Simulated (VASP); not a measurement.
# Ga2O3 (P1) in VASP: notebook

One crystal, Ga2O3, is run at these levels: BLYP+D3, BLYP+D4; tasks: relaxation of cell and atoms.

Everything below comes from runs of VASP 6.6.1. Logs are shortened: lines on timing, memory, paths and dates and some standing lists are left out, and cuts for length are marked.

### 1 The cell of the first run

The typed cell holds 10 atoms: a = 5.194 Å, b = 5.408 Å, c = 5.506 Å, α = 56.08°, β = 53.68°, γ = 54.68°.

### 2 Relaxation of cell and atoms, BLYP+D3 (cell sheared at random, sigma 0.03, atoms nudged by 0.01 Å)

INCAR reads:

```
SYSTEM = Ga2O3
AGGAC = 1.0 ; AGGAX = 1.0
ALDAC = 0.0 ; ALDAX = 1.0
ALGO = Normal ; EDIFF = 1E-6
EDIFFG = -0.02 ; ENCUT = 600
GGA = B5 ; IBRION = 2
ISIF = 3 ; ISMEAR = -1
IVDW = 11 ; LASPH = .True.
LCHARG = .False. ; LREAL = .False.
LWAVE = .False. ; NELM = 100
NSW = 60 ; PREC = Accurate
SIGMA = 0.05 ; VDW_S6 = 1.0
VDW_S8 = 1.682 ; VDW_SR = 1.094
VDW_SR8 = 1.0
```

KPOINTS reads:

```
k-points
0
Gamma
  5 5 5
  0 0 0
```

POSCAR reads:

```
Ga2O3
1.0
    2.3179212500      1.2581264500      4.4742662200
   -2.5509934300      1.4286969400      4.5491501200
    0.0311823000     -3.0043605900      4.6137079300
Ga O
4 6
Direct
    0.3553244100      0.3576517600      0.3548632800
    0.1425823200      0.1442742200      0.1480931700
    0.6468463500      0.6419328800      0.6452237600
    0.8592894300      0.8523076500      0.8544967900
    0.5515900100      0.9481765900      0.2505836600
    0.2498911000      0.5524962900      0.9485709500
    0.9446932100      0.2544862100      0.5497006100
    0.4476117200      0.0548504200      0.7469451800
    0.7492186700      0.4434973300      0.0559413900
    0.0529527900      0.7503266700      0.4455812100
```

Potentials or basis: VASP PAW PBE potentials, release 64 (Ga_d, O).

Run with:

```bash
$ cat potpaw_PBE.64/Ga_d/POTCAR potpaw_PBE.64/O/POTCAR > POTCAR
$ mpirun -np 1 vasp_std > vasp.out
```

OUTCAR:

```text
SYSTEM = Ga2O3
   EDIFF = 1E-6
   EDIFFG = -0.02
   ENCUT = 600
   GGA = B5
   IBRION = 2
   ISIF = 3
   ISMEAR = -1
   IVDW = 11
   LASPH = .True.
   LREAL = .False.
   NELM = 100
   NSW = 60
   PREC = Accurate
 IVDW          = 11

 ion  position               nearest neighbor table
   1  0.355  0.358  0.355-   9 1.83  10 1.90   8 1.99   7 2.00   5 2.09   6 2.14   3 2.77   2 2.88

   2  0.143  0.144  0.148-   9 1.88   8 1.95  10 1.95   5 2.03   7 2.09   6 2.09   4 2.81   1 2.88

   3  0.647  0.642  0.645-   6 1.86   7 1.89  10 1.99   5 2.00   8 2.10   9 2.15   1 2.77   4 2.87

   4  0.859  0.852  0.854-   6 1.88   5 1.94   7 1.98   8 2.05   9 2.10  10 2.11   2 2.81   3 2.87

   5  0.552  0.948  0.251-   4 1.94   3 2.00   2 2.03   1 2.09
   6  0.250  0.552  0.949-   3 1.86   4 1.88   2 2.09   1 2.14
   7  0.945  0.254  0.550-   3 1.89   4 1.98   1 2.00   2 2.09
   8  0.448  0.055  0.747-   2 1.95   1 1.99   4 2.05   3 2.10
   9  0.749  0.443  0.056-   1 1.83   2 1.88   4 2.10   3 2.15
  10  0.053  0.750  0.446-   1 1.90   2 1.95   3 1.99   4 2.11

  LATTYP: Found a triclinic cell.
 ALAT       =     5.4077268090
 B/A-ratio  =     1.6435516736
 C/A-ratio  =     2.4214962394
 COS(alpha) =     0.0018012214
 COS(beta)  =     0.4532947307
 COS(gamma) =     0.8790179166

  Lattice vectors:

 A1 = (   2.5509934300,  -1.4286969400,  -4.5491501200)
 A2 = (   7.4199081100,  -1.5992674300,  -4.6240340200)
 A3 = (  -6.9225814500,  -6.7787399400,  -8.8090907300)

Analysis of symmetry for initial positions (statically):
=====================================================================
 Subroutine PRICEL returns:
 Original cell was already a primitive cell.

 Routine SETGRP: Setting up the symmetry group for a
 triclinic supercell.

 Subroutine GETGRP returns: Found  1 space group operations
 (whereof  1 operations were pure point group operations)
 out of a pool of  2 trial point group operations.

The static configuration has the point symmetry C_1 .

Analysis of symmetry for dynamics (positions and initial velocities):
=====================================================================
 Subroutine PRICEL returns:
 Original cell was already a primitive cell.

 Routine SETGRP: Setting up the symmetry group for a
 triclinic supercell.

 Subroutine GETGRP returns: Found  1 space group operations
 (whereof  1 operations were pure point group operations)
 out of a pool of  2 trial point group operations.

The dynamic configuration has the point symmetry C_1 .

 Subroutine INISYM returns: Found  1 space group operations
 (whereof  1 operations are pure point group operations),
 and found     1 'primitive' translations

----------------------------------------------------------------------------------------

                                     Primitive cell

  volume of cell :      96.0364

  direct lattice vectors                    reciprocal lattice vectors
     2.317921250  1.258126450  4.474266220     0.210949918  0.124029924  0.079340244
    -2.550993430  1.428696940  4.549150120    -0.200412868  0.109903017  0.072921310
     0.031182300 -3.004360590  4.613707930    -0.006965735 -0.228646511  0.067902140

  length of vectors
     5.193717290  5.407726809  5.505765683     0.257251170  0.239919796  0.238617789

  position of ions in fractional coordinates (direct lattice)
     0.355324410  0.357651760  0.354863280
     0.142582320  0.144274220  0.148093170
     0.646846350  0.641932880  0.645223760
     0.859289430  0.852307650  0.854496790
     0.551590010  0.948176590  0.250583660
     0.249891100  0.552496290  0.948570950
     0.944693210  0.254486210  0.549700610
     0.447611720  0.054850420  0.746945180
     0.749218670  0.443497330  0.055941390
     0.052952790  0.750326670  0.445581210

  ion indices of the primitive-cell ions
   primitive index   ion index
                 1           1
                 2           2
                 3           3
                 4           4
                 5           5
                 6           6
                 7           7
                 8           8
                 9           9
                10          10

----------------------------------------------------------------------------------------

 KPOINTS: k-points

Automatic generation of k-mesh.
 Grid dimensions read from file:
 generate k-points for:    5    5    5

 Generating k-lattice:

  Cartesian coordinates                     Fractional coordinates (reciprocal lattice)
     0.042189984  0.024805985  0.015868049     0.200000000 -0.000000000  0.000000000
    -0.040082574  0.021980603  0.014584262     0.000000000  0.200000000 -0.000000000
    -0.001393147 -0.045729302  0.013580428     0.000000000  0.000000000  0.200000000

  Length of vectors
     0.051450234  0.047983959  0.047723558

  Shift w.r.t. Gamma in fractional coordinates (k-lattice)
     0.000000000  0.000000000  0.000000000

 Subroutine IBZKPT returns following result:
 ===========================================

 Found     63 irreducible k-points:

 Following reciprocal coordinates:
            Coordinates               Weight
  0.000000  0.000000  0.000000      1.000000
  0.200000 -0.000000  0.000000      2.000000
  0.400000  0.000000  0.000000      2.000000
  0.000000  0.200000  0.000000      2.000000
  0.200000  0.200000  0.000000      2.000000
  0.400000  0.200000  0.000000      2.000000
[... 16 lines left out ...]
 -0.200000  0.200000  0.200000      2.000000
  0.000000  0.400000  0.200000      2.000000
 [... further k-points ...]
   k-points           NKPTS =     63   k-points in BZ     NKDIM =     63   number of bands    NBANDS=     52
   number of dos      NEDOS =    301   number of ions     NIONS =     10
   total plane-waves  NPLWV =  96768
   dimension x,y,z NGX =    42 NGY =   48 NGZ =   48
   dimension x,y,z NGXF=    84 NGYF=   96 NGZF=   96
   ions per type =               4   6
   NGX,Y,Z   is equivalent  to a cutoff of  13.44, 14.76, 14.49 a.u.
   NGXF,Y,Z  is equivalent  to a cutoff of  26.89, 29.51, 28.99 a.u.
 SYSTEM =  Ga2O3
   PREC   = accura    normal or accurate (medium, high low for compatibility)
   ISTART =      0    job   : 0-new  1-cont  2-samecut
   ICHARG =      2    charge: 1-file 2-atom 10-const
   ISPIN  =      1    spin polarized calculation?
   LNONCOLLINEAR =      F non collinear calculations
   LSORBIT =      F    spin-orbit coupling
   LASPH  =      T    aspherical Exc in radial PAW
   ENCUT  =  600.0 eV  44.10 Ry    6.64 a.u.  10.37 10.80 11.00*2*pi/ulx,y,z
   NELM   =    100;   NELMIN=  2; NELMDL= -5     # of ELM steps
   EDIFF  = 0.1E-05   stopping-criterion for ELM
   LREAL  =      F    real-space projection
   EDIFFG = -.2E-01   stopping-criterion for IOM
   NSW    =     60    number of steps for IOM
   IBRION =      2    ionic relax: 0-MD 1-quasi-New 2-CG
   NFREE  =      1    steps in history (QN), initial steepest desc. (CG)
   ISIF   =      3    stress and relaxation
   ISYM   =      2    0-nonsym 1-usesym 2-fastsym
   POTIM  = 0.5000    time-step for ionic-motion
   TEBEG  =    0.0;   TEEND  =   0.0 temperature during run
   PSTRESS=    0.0 pullay stress
   NELECT =      88.0000    total number of electrons
   NUPDOWN=      -1.0000    fix difference up-down
   EMIN   =  10.00;   EMAX   =-10.00  energy-range for DOS
   EFERMI =   0.00;   METHOD = LEGACY
   ISMEAR =    -1;   SIGMA  =   0.05  broadening in eV -4-tet -1-fermi 0-gaus
   EFERMI_NEDOS =   21; number of points for ismear=-14 and -15
   IALGO  =     38    algorithm
   IMIX   =      4    mixing-type and parameters
     AMIX     =   0.40;   BMIX     =  1.00
     AMIX_MAG =   1.60;   BMIX_MAG =  1.00
  volume/ion in A,a.u.               =       9.60        64.81
  Fermi-wavevector in a.u.,A,eV,Ry     =   1.590097  3.004848 34.401101  2.528410
  Thomas-Fermi vector in A             =   2.688845
   LORBIT       =      0    0 simple, 1 ext, 2 COOP (PROOUT), +10 PAW based schemes
   GGA     = B5    functional components
   LHFCALC =     F    Hartree Fock is set to
   AEXX    =    0.0000 exact exchange contribution
   IVDW    =    11    specifies the selected vdW correction
   LEPSILON=     F    determine dielectric tensor
   LRPA    =     F    only Hartree local field effects (RPA)
 conjugate gradient relaxation of ions
 non-spin polarized calculation
  energy-cutoff  :      600.00
  volume of cell :       96.04
 maximum number of plane-waves:      3220
 NGX is ok and might be reduce to    42
   NGX = 21   NGY = 21   NGZ = 21

--------------------------------------- Ionic step        1  -------------------------------------------

 number of electron      88.0000002 magnetization

 Free energy of the ion-electron system (eV)
  ---------------------------------------------------
  ext. energy  EPLUGINS =         0.00000000
  ---------------------------------------------------
  free energy    TOTEN  =       -54.22249960 eV

  energy without entropy =      -54.22249960  energy(sigma->0) =      -54.22249960

------------------------ aborting loop because EDIFF is reached ----------------------------------------

 Edisp (eV)   -3.03379

 E8    (eV) :    -1.9473

  FORCE on cell =-STRESS in cart. coord.  units (eV):
  Direction    XX          YY          ZZ          XY          YZ          ZX
  --------------------------------------------------------------------------------------
  -------------------------------------------------------------------------------------
  Total      13.03359     7.24768     4.83620     6.24607     3.67602     2.42721
  in kB     217.43966   120.91320    80.68246   104.20336    61.32704    40.49315
  external pressure =      139.68 kB  Pullay stress =        0.00 kB
[... 121 lines left out ...]
  FREE ENERGIE OF THE ION-ELECTRON SYSTEM (eV)
  ---------------------------------------------------
  free  energy   TOTEN  =       -57.8004912615 eV

  energy  without entropy=      -57.8004912614  energy(sigma->0) =      -57.80049126

[... ionic steps 4 to 14 ...]

--------------------------------------- Ionic step       15  -------------------------------------------

 number of electron      88.0000000 magnetization

------------------------ aborting loop because EDIFF is reached ----------------------------------------

 Edisp (eV)   -2.83375

 E8    (eV) :    -1.8038
[... 85 lines left out ...]
  energy  without entropy=      -57.9060813060  energy(sigma->0) =      -57.90608131

--------------------------------------- Ionic step       17  -------------------------------------------

 number of electron      87.9999999 magnetization

 Free energy of the ion-electron system (eV)
  ---------------------------------------------------
  ext. energy  EPLUGINS =         0.00000000
  ---------------------------------------------------
  free energy    TOTEN  =       -55.07196654 eV

  energy without entropy =      -55.07196654  energy(sigma->0) =      -55.07196654

 E-fermi :   5.4864     XC(G=0): -11.4291

 val. band max:        4.3376885798   @ k =  -0.2000   0.2000  -0.0000
 cond. band min:       6.7557255792   @ k =   0.0000   0.0000   0.0000
 fundamental gap:      2.4180369994
 Fermi energy:         5.4864266099

 k-point     1 :       0.0000    0.0000    0.0000
  band No.  band energies     occupation
      1     -14.1543      2.00000
      2     -12.3734      2.00000
      3     -12.3722      2.00000
      4     -12.3095      2.00000
      5     -12.3075      2.00000
      6     -12.3068      2.00000
[... 1309 lines left out ...]
     51      14.2872      0.00000
     52      15.7072      0.00000

 [... further k-points ...]

------------------------ aborting loop because EDIFF is reached ----------------------------------------

 Edisp (eV)   -2.83417

 E8    (eV) :    -1.8041

  FORCE on cell =-STRESS in cart. coord.  units (eV):
  Direction    XX          YY          ZZ          XY          YZ          ZX
  --------------------------------------------------------------------------------------
  -------------------------------------------------------------------------------------
  Total       0.01882    -0.00424     0.01472     0.00533    -0.00899    -0.00011
  in kB       0.29751    -0.06698     0.23266     0.08429    -0.14211    -0.00172
  external pressure =        0.15 kB  Pullay stress =        0.00 kB
[... 25 lines left out ...]
  FREE ENERGIE OF THE ION-ELECTRON SYSTEM (eV)
  ---------------------------------------------------
  free  energy   TOTEN  =       -57.9061369696 eV

  energy  without entropy=      -57.9061369696  energy(sigma->0) =      -57.90613697

 reached required accuracy - stopping structural energy minimisation
```

It took 48 min on 1 thread of Intel Xeon 6975P-C (Granite Rapids), shared host; peak memory 0.51 GiB.

What came out:

* Free energy: -57.9061 eV
* Relaxed volume: 10.14 Å³/atom
* Relaxed cell: a = 5.413 Å, b = 5.412 Å, c = 5.411 Å, α = 55.87°, β = 55.87°, γ = 55.86°
* Space group after relaxing (to 0.05 Å): R-3c (No. 167)
* Energy gained by relaxing: 65.0 meV/atom
* Ionic steps: 17
* Pressure after relaxing: 0.0 GPa
* Largest force after relaxing: 0.008 eV/Å
* Band gap on the k mesh: 2.42 eV, indirect (least direct gap 2.63 eV)
* Dispersion energy per atom: -0.283 eV

Forces on the atoms (eV/Å):
```
Ga   0.002 -0.002 -0.003
Ga   0.008 -0.001  0.002
Ga  -0.002  0.001  0.002
Ga  -0.007  0.001 -0.001
O    0.001  0.003 -0.005
O    0.000  0.002  0.003
O   -0.001 -0.002  0.000
O   -0.001 -0.002  0.005
O    0.000 -0.002 -0.004
O    0.001  0.002  0.000
```

Step by step:
| step | energy change (eV) | largest force (eV/Å) | pressure (GPa) | volume (Å³) |
| --- | --- | --- | --- | --- |
| 1 | 0.0000 | 1.0274 | 13.97 | 96.04 |
| 2 | -0.3618 | 0.6423 | -10.75 | 107.98 |
| 3 | -0.5442 | 0.2665 | -3.11 | 103.19 |
| 4 | -0.6358 | 0.2650 | -0.08 | 101.44 |
| 5 | -0.6385 | 0.3162 | 0.59 | 101.08 |
| 6 | -0.6473 | 0.0933 | -0.13 | 101.42 |
| 7 | -0.6475 | 0.1050 | -0.30 | 101.49 |
| 8 | -0.6493 | 0.0371 | 0.16 | 101.29 |
| 9 | -0.6493 | 0.0338 | 0.23 | 101.26 |
| 10 | -0.6497 | 0.0237 | -0.18 | 101.43 |
| 11 | -0.6497 | 0.0234 | -0.03 | 101.41 |
| 12 | -0.6497 | 0.0233 | -0.17 | 101.42 |
| 13 | -0.6497 | 0.0236 | -0.19 | 101.42 |
| 14 | -0.6498 | 0.0260 | 0.05 | 101.35 |
| 15 | -0.6498 | 0.0225 | -0.04 | 101.36 |
| 16 | -0.6498 | 0.0261 | 0.01 | 101.36 |
| 17 | -0.6498 | 0.0080 | 0.02 | 101.35 |

Final structure:
```yaml
crystal:
  lattice:
    - [2.53536, 1.46492, 4.55273]
    - [-2.53523, 1.46427, 4.55147]
    - [0.00004, -2.92679, 4.55087]
  atoms:
    - { symbol: Ga, position: [0.35576, 0.35581, 0.35571] }
    - { symbol: Ga, position: [0.14418, 0.14433, 0.14423] }
    - { symbol: Ga, position: [0.64424, 0.64418, 0.64429] }
    - { symbol: Ga, position: [0.85579, 0.85568, 0.85576] }
    - { symbol: O, position: [0.55416, 0.94593, 0.25003] }
    - { symbol: O, position: [0.25002, 0.55402, 0.94589] }
    - { symbol: O, position: [0.94591, 0.24995, 0.55412] }
    - { symbol: O, position: [0.44584, 0.05406, 0.74998] }
    - { symbol: O, position: [0.74998, 0.44599, 0.05411] }
    - { symbol: O, position: [0.05411, 0.75004, 0.44589] }
```

Levels at points of the mesh, in eV from the valence-band top:
```csv
k point,band 40,band 41,band 42,band 43,band 44,band 45,band 46,band 47,band 48,band 49
"(0.00, 0.00, 0.00)",-0.30,-0.30,-0.28,-0.22,-0.22,2.42,6.18,6.64,8.42,9.73
```

Caveat: the PAW data sets were made with another functional, which shifts forces and pressure a little; an odd mesh through Γ misses points on the zone boundary, where band edges often lie.

### 3 Relaxation of cell and atoms, BLYP+D4 (cell sheared at random, sigma 0.03, atoms nudged by 0.01 Å)

INCAR reads:

```
PREC = Accurate
ENCUT = 600
EDIFF = 1E-6
ISMEAR = -1
SIGMA = 0.05
LREAL = False
LASPH = True
NELM = 100
ALGO = Normal
ISIF = 3
LWAVE = False
LCHARG = False
GGA = B5
ALDAX = 1.0
AGGAX = 1.0
AGGAC = 1.0
ALDAC = 0.0
IVDW = 13
VDW_S6 = 1.0
VDW_S8 = 2.34076671
VDW_A1 = 0.44488865
VDW_A2 = 4.0933009
IBRION = 2
NSW = 60
EDIFFG = -0.02
```

KPOINTS reads:

```
Automatic mesh
0
Gamma
  5 5 5
```

POSCAR is that of step 2.

Potentials or basis: VASP PAW PBE potentials, release 64 (Ga_d, O).

Run with:

```bash
$ cat potpaw_PBE.64/Ga_d/POTCAR potpaw_PBE.64/O/POTCAR > POTCAR
$ mpirun -np 1 vasp_std > vasp.out
```

Wall time 43 min (1 thread of Intel Xeon 6975P-C (Granite Rapids), shared host); peak memory 0.51 GiB.

The run converged. Its results:

| Property | Result |
| --- | --- |
| Free energy | -61.1950 eV |
| Relaxed volume | 9.93 Å³/atom |
| Relaxed cell | a = 5.369 Å, b = 5.367 Å, c = 5.366 Å, α = 56.06°, β = 56.04°, γ = 56.04° |
| Space group after relaxing (to 0.05 Å) | R-3c (No. 167) |
| Energy gained by relaxing | 53.4 meV/atom |
| Ionic steps | 12 |
| Pressure after relaxing | 0.1 GPa |
| Largest force after relaxing | 0.009 eV/Å |
| Band gap on the k mesh | 2.62 eV, indirect (least direct gap 2.85 eV) |
| Dispersion energy per atom | -0.622 eV |

Forces on the atoms (eV/Å):
```
Ga   0.003  0.002 -0.002
Ga   0.001 -0.008  0.000
Ga  -0.002 -0.002  0.001
Ga   0.001  0.007  0.000
O    0.002 -0.001 -0.007
O   -0.001  0.000 -0.001
O    0.000 -0.003  0.007
O   -0.001  0.004  0.008
O    0.000 -0.003  0.000
O   -0.003  0.005 -0.005
```

The path:
```
step  energy change (eV)  largest force (eV/Å)  pressure (GPa)  volume (Å³)
   1              0.0000                1.0186            9.42        96.04
   2             -0.3520                0.7452           -8.33       103.93
   3             -0.4311                0.3317           -3.67       101.36
   4             -0.5196                0.3383            0.53        99.13
   5             -0.5199                0.3501            0.82        98.99
   6             -0.5309                0.1121           -0.09        99.39
   7             -0.5310                0.1209           -0.21        99.44
   8             -0.5332                0.0490            0.00        99.33
   9             -0.5333                0.0413            0.09        99.31
  10             -0.5337                0.0224           -0.12        99.37
  11             -0.5337                0.0245           -0.07        99.37
  12             -0.5338                0.0087            0.05        99.32
```

Final structure:
```
Ga O
1.0
     2.52253    1.45619    4.51032
    -2.52120    1.45616    4.50812
     0.00118   -2.91121    4.50819
Ga O
4 6
Direct
  0.35644 0.35645 0.35646
  0.14356 0.14370 0.14348
  0.64358 0.64356 0.64353
  0.85643 0.85632 0.85653
  0.55356 0.94673 0.24997
  0.25003 0.55342 0.94656
  0.94643 0.25000 0.55329
  0.44639 0.05325 0.75007
  0.75002 0.44660 0.05340
  0.05355 0.74996 0.44672
```

Levels at points of the mesh, in eV from the valence-band top:
```csv
k point,band 41,band 42,band 43,band 44,band 45,band 46,band 47,band 48
"(0.00, 0.00, 0.00)",-0.31,-0.27,-0.23,-0.23,2.62,6.38,6.74,8.57
```

Caveat: the PAW data sets were made with another functional, which shifts forces and pressure a little; an odd mesh through Γ misses points on the zone boundary, where band edges often lie.
